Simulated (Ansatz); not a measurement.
HgSe:

```
Hg Se
1.0
     0.00000    3.03900    3.03900
     3.03900    0.00000    3.03900
     3.03900    3.03900    0.00000
Hg Se
1 1
Direct
  0.00000 0.00000 0.00000
  0.75000 0.75000 0.75000
```

* Program: Ansatz 0.2.0
* Task: relaxation of cell and atoms
* Functional: PBE0
* Potentials or basis: Ansatz PAW
* Cutoff: 420 eV (not typed: the program's choice for these potentials)
* k mesh: 4 × 4 × 4
* Occupations: fermi-dirac, width 0.05 eV
* Spin: no spin polarisation

At the start: volume 28.07 Å³/atom.

Q: How do energy, volume and symmetry change on relaxing?

A: It ends after 5 steps and the volume is 29.62 Å³/atom (+5.5 %); space group F-43m (No. 216, to 0.05 Å).

Step by step:
```
step  energy change (eV)  largest force (eV/Å)  volume (Å³)
   1              0.0000                0.0000        56.13
   2             -0.0234                0.0000        60.44
   3             -0.0273                0.0000        59.37
   4             -0.0274                0.0000        59.25
   5             -0.0287                0.0000        59.25
```

Final structure:
```
Hg Se
1.0
     0.00000    3.09420    3.09420
     3.09420    0.00000    3.09420
     3.09420    3.09420    0.00000
Hg Se
1 1
Direct
  0.00000 0.00000 0.00000
  0.75000 0.75000 0.75000
```

Caveat: the k mesh is coarse (spacing up to 0.45 Å⁻¹), so the values aren't converged, least of all with exact exchange; the plane-wave basis is chosen anew once the cell has moved, so the energies of steps on either side of that aren't comparable; the PAW data sets come from PBE, with cores solved anew for the run's functional, which leaves a small shift of forces and pressure.
